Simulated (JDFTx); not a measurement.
Runs of JDFTx 1.7.0 (patched build) on Ti. Symmetry: Im-3m, No. 229, cubic system. Conventional cell: a = 3.282 Å, b = 3.282 Å, c = 3.282 Å, α = 90.00°, β = 90.00°, γ = 90.00°. Ti (site symmetry m-3m) has 8 Ti at 2.84 Å as nearest neighbours. This isn't the form of Ti at room conditions, which is hcp.

```csv
task,level,potentials or basis,cell,smearing,max SCF steps,SCF threshold on the energy,solver of the electrons,further solve for the empty bands,band ratio of the Davidson solver,gap on the mesh (eV),pressure (GPa)
relaxation of cell and atoms,PBEsol,PseudoDojo-SR-PBEsol-0.4.1-standard with smoothed tails,relaxed,fermi-dirac 0.05 eV,100,1e-09 Ha,scf,no,-,none,0.0
single point,LDA,PseudoDojo-SR-LDA-0.4.1-standard with smoothed tails,as given,gaussian 0.05 eV,100,1e-09 Ha,scf,yes,-,none,-11.2
single point,RPBE,PseudoDojo-SR-PBE-0.5-standard with smoothed tails,as given,fermi-dirac 0.05 eV,100,1e-09 Ha,scf,yes,-,none,(a)
single point,BLYP,PseudoDojo-SR-PBE-0.5-standard with smoothed tails,as given,fermi-dirac 0.05 eV,100,1e-09 Ha,scf,yes,-,none,-0.1
```

Alike in all rows: no spin polarisation; k mesh 11 × 11 × 11; cutoff (eV) 1143.

Fill in the values left out.

(a) 0.7.

Caveats: the potentials were made for another functional, which shifts forces and pressure (some runs).

A gap of «none» marks a metal or a gap under the smearing width.

Runs at the PBE level aren't shown here.
